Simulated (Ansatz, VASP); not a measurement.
**One calculation of Rh, two programs**

```
Rh
1.0
     0.00000    1.88253    1.88253
     1.88253    0.00000    1.88253
     1.88253    1.88253    0.00000
Rh
1
Direct
  0.00000 0.00000 0.00000
```

Change from the starting cell: volume scaled by 0.95, LAPW.

Alike in both runs: task single point; functional PBE; k mesh 17 × 17 × 17; occupations fermi-dirac, width 0.05 eV; no spin polarisation.

|  | VASP | Ansatz |
| --- | --- | --- |
| version | VASP 6.6.1 | Ansatz 0.2.0 |
| potentials or method | VASP PAW PBE potentials, release 64 (Rh_pv), cutoff 520 eV | all-electron LAPW, scalar-relativistic |

|  | VASP | Ansatz | Ansatz less VASP |
| --- | --- | --- | --- |
| pressure (GPa) | 15.1 | 15.0 | -0.10 |

Ansatz ran all-electron here, so the differences hold the error of VASP's frozen core and of both bases.

Caveats: so large a pressure means that the cell lies far from this level's equilibrium, or that cutoff or potentials fall short (VASP).
